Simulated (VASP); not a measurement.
HgSe, 2 atoms in the cell. The structure is cubic, space group F-43m (No. 216). The conventional cell has a = 6.078 Å, b = 6.078 Å, c = 6.078 Å, α = 90.00°, β = 90.00°, γ = 90.00°. Around Hg (site symmetry -43m) lie 4 Se at 2.63 Å. Around Se (site symmetry -43m) lie 4 Hg at 2.63 Å. 

| Property | Result |
| --- | --- |
| Program | VASP 6.6.1 |
| Task | relaxation of cell and atoms |
| Functional | PBEsol |
| Potentials or basis | VASP PAW PBE potentials, release 64 (Hg, Se) |
| Cutoff | 600 eV |
| k mesh | 10 × 10 × 10 |
| Occupations | gaussian, width 0.03 eV |
| Spin | no spin polarisation |
| Further INCAR settings | ALGO = Normal; EDIFF = 1e-06; IBRION = 2; EDIFFG = -0.01; NSW = 90; ISIF = 3 |

Potentials or basis: VASP PAW PBE potentials, release 64 (Hg, Se).

The run is started by

```sh
$ cat potpaw_PBE.64/Hg/POTCAR potpaw_PBE.64/Se/POTCAR > POTCAR
$ mpirun -np 1 vasp_std > vasp.out
```

Hardware: 1 thread of Intel(R) Xeon(R) Platinum 8259CL CPU @ 2.50GHz (Skylake/Cascade Lake), with other jobs on the host.

Problem. How long does it take, and how much memory?

Solution. It took 76 s on 1 thread of Intel(R) Xeon(R) Platinum 8259CL CPU @ 2.50GHz (Skylake/Cascade Lake) (shared host), peak memory 0.23 GiB. Counts: scf iterations 28, k points 47, ion steps 3.
